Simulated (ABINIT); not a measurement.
Here is an ABINIT 10.8.3 (patched build) calculation.

Contents of run.abi:

```
# Datasets: one volume each
ndtset 7
getwfk -1
scalecart1 3*0.9795861087
scalecart2 3*0.9864848297
scalecart3 3*0.9932883884
scalecart4 3*1.0000000000
scalecart5 3*1.0066227096
scalecart6 3*1.0131594038
scalecart7 3*1.0196128224

# Pseudopotentials
pp_dirpath "./"
pseudos "Ta.GGA_PBE-JTH.xml"

# Structure
acell 3*1.0 Angstrom
rprim
    -1.6512800000     1.6512800000     1.6512800000
     1.6512800000    -1.6512800000     1.6512800000
     1.6512800000     1.6512800000    -1.6512800000
ntypat 1
znucl 73
natom 1
typat 1
xred
     0.0000000000     0.0000000000     0.0000000000

# Plane-wave basis
ecut 517.016339 eV
pawecutdg 38.0

# k points
kptopt 1
ngkpt 11 11 11
nshiftk 1
shiftk 0.0 0.0 0.0

# Exchange and correlation
ixc -106132
vdw_xc 7

# Bands and occupations
nband 11
occopt 3
tsmear 0.05 eV

# SCF cycle
nstep 100
tolvrs 1.0e-9

# Output
iomode 3
prtwf 1
prtden 0
prteig 0
prtebands 0
enunit 1
```

Potentials or basis: JTH PAW PBE v2.0.

Command:

```bash
$ abinit run.abi > log 2>&1
```

Problem. What does it give for the equilibrium volume?

Solution. 16.80 Å³/atom (rough: see the caveat).

Problem. What does it give for the bulk modulus?

Solution. 237 GPa (rough).

Energy against volume, from the lowest point:
```tsv
volume (Å³/atom)	energy (meV/atom)
16.930	0.00
17.290	9.40
17.650	28.44
18.010	56.47
18.371	92.35
18.731	135.19
19.091	184.42
```

Caveat: pressures at fixed basis lie under the slope of the energies; the minimum lies outside the volumes run; the PAW data sets were made with another functional, which shifts forces and pressure a little. Spin-orbit coupling is left out, which matters for the levels of Ta.
